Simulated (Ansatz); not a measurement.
A run of Ansatz 0.2.0:

File input.yaml:

```yaml
crystal:
  lattice:
    - [3.5182, 0.0, 0.0]
    - [-1.7591, 3.0468505756, 0.0]
    - [0.0, 0.0, 13.9736]
  atoms:
    - { symbol: Te, position: [0.6666666667, 0.3333333333, 0.379] }
    - { symbol: Te, position: [0.3333333333, 0.6666666667, 0.879] }
    - { symbol: Te, position: [0.6666666667, 0.3333333333, 0.121] }
    - { symbol: Te, position: [0.3333333333, 0.6666666667, 0.621] }
    - { symbol: Mo, position: [0.6666666667, 0.3333333333, 0.75] }
    - { symbol: Mo, position: [0.3333333333, 0.6666666667, 0.25] }
hamiltonian:
  xc: rpbe
  pseudopotentials: { kind: paw }
  dispersion: d3bj
kpoints:
  mp_grid: { grid: [9, 9, 2] }
scf:
  occupations: { method: fermi_dirac, width: 0.05 }
output:
  forces: true
  stress: true
  write_density: true
  write_potential: true
  elf: true
  volumetric_format: npy
relax:
  f_tol: 0.01
  max_steps: 40
  cell: { stress_tol: 0.05 }
```

Potentials or basis: Ansatz PAW.

Run with:

```bash
$ ansatz run input.yaml --threads 2 --pin off --max-ram 5632MiB --backend cpu --events-out ev --progress --plain --runs-dir out
```

Hardware: 2 threads of Intel(R) Xeon(R) Processor @ 2.50GHz (Skylake/Cascade Lake) (shared host).

Problem. Estimate the wall time of this run.

Solution. Run time: 56 s on 2 threads of Intel(R) Xeon(R) Processor @ 2.50GHz (Skylake/Cascade Lake), with other jobs on the host, peak memory 0.56 GiB. Counts: scf iterations 44, plane waves 2059, k points 24, bands 56, ion steps 7.
